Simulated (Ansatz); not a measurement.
Compare A (`COC1CO1`) with its isomer B (`CCC(=O)O`).

Gas-phase electronic energies from Ansatz, PBE0-D4/def2-TZVP geometries. CBS: MP2 limit from def2 TZ/QZ plus the TZ coupled-cluster correction, frozen cores. Functionals use def2-TZVPP. B3LYP here is the variant with VWN-RPA as its local correlation; programs differ in this. Each species was taken in one conformer, which may not be the lowest.

**Question.** Which isomer does CCSD(T)/CBS put lower? Give the gap. (An estimate is asked.)

**Answer.** Computed: B, by 234.0 kJ/mol.

**Question.** Give E(B) − E(A) in kJ/mol with B3LYP, B3LYP-D4, HF/def2-TZVPP, ωB97M-V, CCSD(T)/def2-TZVPP, r2SCAN-D4, PBE0-D4. (Estimate.)

**Answer.** The calculation gave: B3LYP -234.8, B3LYP-D4 -235.9, HF/def2-TZVPP -245.3, ωB97M-V -233.2, CCSD(T)/def2-TZVPP -233.3, r2SCAN-D4 -234.7, PBE0-D4 -228.7. None reverses the order clearly.

Largest T1 diagnostic: 0.014.

In def2-TZVPP, CCSD(T) changes the Hartree–Fock value by +12.0 kJ/mol (the triples alone add −0.2 kJ/mol) and MP2 by +8.6 kJ/mol.
